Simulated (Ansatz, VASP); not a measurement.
**Mg in VASP and in Ansatz**

```
Mg
1.0
    -1.70432    1.70432    1.70432
     1.70432   -1.70432    1.70432
     1.70432    1.70432   -1.70432
Mg
1
Direct
  0.00000 0.00000 0.00000
```

Alike in both runs: task single point; functional PBEsol; k mesh 16 × 16 × 16; occupations gaussian, width 0.1 eV; no spin polarisation.

|  | VASP | Ansatz |
| --- | --- | --- |
| version | VASP 6.6.1 | Ansatz 0.2.0 |
| potentials or method | VASP PAW PBE potentials, release 64 (Mg) | scalar-relativistic, plane waves, PAW |
| plane-wave cutoff (eV) | 520 | 420 |
| valence electrons in the cell | 2 | 10 |

|  | VASP | Ansatz | Ansatz less VASP |
| --- | --- | --- | --- |
| gap on the k mesh at the Fermi level (eV) | none | none | - |
| pressure (GPa) | 6.0 | 6.0 | +0.01 |

A gap of «none» marks a metal or a gap that the smearing closes. The two sets of potentials don't hold the same shells in valence.

Caveats: the PAW data sets were made with another functional, which shifts forces and pressure a little (VASP).
